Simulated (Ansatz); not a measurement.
Ge, 4 atoms in the cell. Symmetry: P6_3mc, No. 186, hexagonal system. The conventional cell has a = 4.050 Å, b = 4.050 Å, c = 10.993 Å, α = 90.00°, β = 90.00°, γ = 120.00°. Around Ge (site symmetry 3m) lie 3 Ge at 2.44 Å. Ge (site symmetry 3m) has 3 Ge at 2.44 Å as nearest neighbours. This isn't the form of Ge at room conditions, which is diamond.

```yaml
Program: Ansatz 0.2.0
Task: band structure
Functional: r2SCAN
Potentials_or_basis: Ansatz PAW
Cutoff: "500 eV (not typed: the program's choice for these potentials)"
k_mesh: 4 × 4 × 2
Occupations: fermi-dirac, width 0.05 eV
Spin: no spin polarisation
Path: "[[\"G\", \"M\", \"K\", \"G\", \"A\", \"L\", \"H\", \"A\"], [\"L\", \"M\"], [\"K\", \"H\"]]"
Points_for_each_segment_of_the_path: 14
```

Potentials or basis: Ansatz PAW.

Command:

```sh
$ ansatz run input.yaml --threads 2 --pin off --max-ram 5632MiB --backend cpu --events-out ev --progress --plain --runs-dir out
```

Hardware: 2 threads of Arm Neoverse V2, on a shared host.

Problem. How long does it take, and how much memory?

Solution. Wall time 26 s on 2 threads of Arm Neoverse V2, on a shared host, peak memory 0.89 GiB. Counts: scf iterations 6, plane waves 3983, k points 8, bands 38.
